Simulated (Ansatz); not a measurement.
HgSe:

```
CELL_PARAMETERS angstrom
0.00000 3.03900 3.03900
3.03900 0.00000 3.03900
3.03900 3.03900 0.00000
ATOMIC_POSITIONS crystal
Hg 0.00000 0.00000 0.00000
Se 0.75000 0.75000 0.75000
```

| Quantity | Value |
| --- | --- |
| Program | Ansatz 0.2.0 |
| Task | relaxation of cell and atoms |
| Functional | revPBE |
| Potentials or basis | all-electron LAPW, scalar-relativistic |
| Basis error allowed | 0.001 eV/atom |
| k mesh | 8 × 8 × 8 |
| Occupations | fermi-dirac, width 0.05 eV |
| Spin | no spin polarisation |

At the start: volume 28.07 Å³/atom.

Question: How do energy, volume and symmetry change on relaxing?

Answer: Over 5 steps the energy falls by 61.8 meV/atom and the volume is 31.67 Å³/atom (+12.8 %); space group F-43m (No. 216, to 0.05 Å).

The path:
```tsv
step	energy change (eV)	largest force (eV/Å)	volume (Å³)
1	0.0000	0.0000	56.13
2	-0.1189	0.0000	64.97
3	-0.1233	0.0000	63.71
4	-0.1235	0.0000	63.33
5	-0.1235	0.0000	63.33
```

Final structure:
```
CELL_PARAMETERS angstrom
0.00000 3.16376 3.16376
3.16376 0.00000 3.16376
3.16376 3.16376 0.00000
ATOMIC_POSITIONS crystal
Hg 0.00000 0.00000 0.00000
Se 0.75000 0.75000 0.75000
```
